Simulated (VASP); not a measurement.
## KBr in VASP 6.6.1, single-point calculation

INCAR

```
ENCUT = 520
LCHARG = .FALSE.
SIGMA = 0.1
NBANDS = 15
LWAVE = .FALSE.
PREC = Accurate
EDIFF = 1E-7
LASPH = .TRUE.
NELM = 54
IBRION = -1
NSW = 0
LREAL = .FALSE.
GGA = PE
ISMEAR = -1
ISIF = 2
```

KPOINTS

```
KPOINTS created by Atomic Simulation Environment
0
Gamma
6 6 6
0 0 0
```

POSCAR

```
K  Br
 1.0000000000000000
    -0.0140895907000000    3.2881582294000000    3.2881582294000000
     3.2881582294000000   -0.0140895907000000    3.2881582294000000
     3.2881582294000000    3.2881582294000000   -0.0140895907000000
 K   Br
   1   1
Cartesian
  0.0000000000000000  0.0000000000000000  0.0000000000000000
  3.2811134340499994  3.2811134340499994  3.2811134340499990
```

The recommended PBE PAW datasets give the neutral cell 16 valence electrons.

Command

```
mpirun -np 1 vasp_std
```

**Question.** Predict the outcome of this run.

**Answer.** It converged. Results: gap between bands v and c on the k mesh 4.44 eV; least direct gap on the k mesh 4.44 eV; pressure 0.8 GPa. Band v is the last that the valence electrons fill when counted band by band, and c is the next.

OSZICAR

```
N       E                     dE             d eps       ncg     rms          rms(c)
DAV:   1     0.100028355278E+03    0.10003E+03   -0.69310E+03   960   0.937E+02
DAV:   2     0.778318179914E-01   -0.99951E+02   -0.92457E+02  1255   0.229E+02
DAV:   3    -0.613186898335E+01   -0.62097E+01   -0.61766E+01  1289   0.505E+01
DAV:   4    -0.638299941823E+01   -0.25113E+00   -0.25107E+00  1415   0.884E+00
DAV:   5    -0.638516870268E+01   -0.21693E-02   -0.21693E-02  1338   0.927E-01    0.313E+00
DAV:   6    -0.621445648230E+01    0.17071E+00   -0.21597E-01  1198   0.224E+00    0.229E+00
DAV:   7    -0.620345671080E+01    0.11000E-01   -0.10734E-01  1331   0.176E+00    0.103E+00
DAV:   8    -0.621232700483E+01   -0.88703E-02   -0.11824E-02  1068   0.791E-01    0.112E-01
DAV:   9    -0.621314279814E+01   -0.81579E-03   -0.85891E-04  1282   0.180E-01    0.783E-02
DAV:  10    -0.621341601571E+01   -0.27322E-03   -0.27384E-04  1030   0.955E-02    0.116E-02
DAV:  11    -0.621343413757E+01   -0.18122E-04   -0.27609E-05  1273   0.302E-02    0.592E-03
DAV:  12    -0.621343604482E+01   -0.19073E-05   -0.40547E-06  1016   0.131E-02    0.141E-03
DAV:  13    -0.621343612066E+01   -0.75843E-07   -0.13404E-07  1305   0.202E-03
   1 F= -.62134361E+01 E0= -.62134361E+01  d E =-.760164E-10
```

Standard output (part)

```
POSCAR found type information on POSCAR K Br
 POSCAR found :  2 types and       2 ions
 LDA part: xc-table for (Slater+PW92), standard interpolation
 POSCAR, INCAR and KPOINTS ok, starting setup
 WAVECAR not read
 entering main loop
```

For comparison, a separate PBE run of the intended cell, on usual settings and not on those above, gives a gap of 4.44 eV on its mesh and a pressure of 0.8 GPa.
